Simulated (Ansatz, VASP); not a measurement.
## One calculation of Ru, two programs

```
CELL_PARAMETERS angstrom
2.87800 0.00000 0.00000
-1.43900 2.49242 0.00000
0.00000 0.00000 3.74210
ATOMIC_POSITIONS crystal
Ru 0.33333 0.66667 0.25000
Ru 0.66667 0.33333 0.75000
```

Alike in both runs: task single point; functional PBEsol; k mesh 18 × 18 × 10; occupations gaussian, width 0.15 eV; no spin polarisation.

|  | VASP | Ansatz |
| --- | --- | --- |
| version | VASP 6.6.1 | Ansatz 0.2.0 |
| potentials or method | VASP PAW PBE potentials, release 64 (Ru_pv) | scalar-relativistic, plane waves, PAW |
| plane-wave cutoff (eV) | 520 | 420 |
| valence electrons in the cell | 28 | 32 |

VASP gave:

| Property | Result |
| --- | --- |
| gap on the k mesh at the Fermi level (eV) | none |
| pressure (GPa) | 12.3 |
| largest component of the traceless stress (GPa) | 43.96 |

Problem. Which values does Ansatz return?

Solution. gap on the k mesh at the Fermi level (eV): none; pressure (GPa): 12.3; largest component of the traceless stress (GPa): 43.92.

A gap of «none» marks a metal or a gap that the smearing closes. The two sets of potentials don't hold the same shells in valence. Ansatz warned: «pseudo_functional_mismatch».

Caveats: the PAW data sets were made with another functional, which shifts forces and pressure a little (VASP).
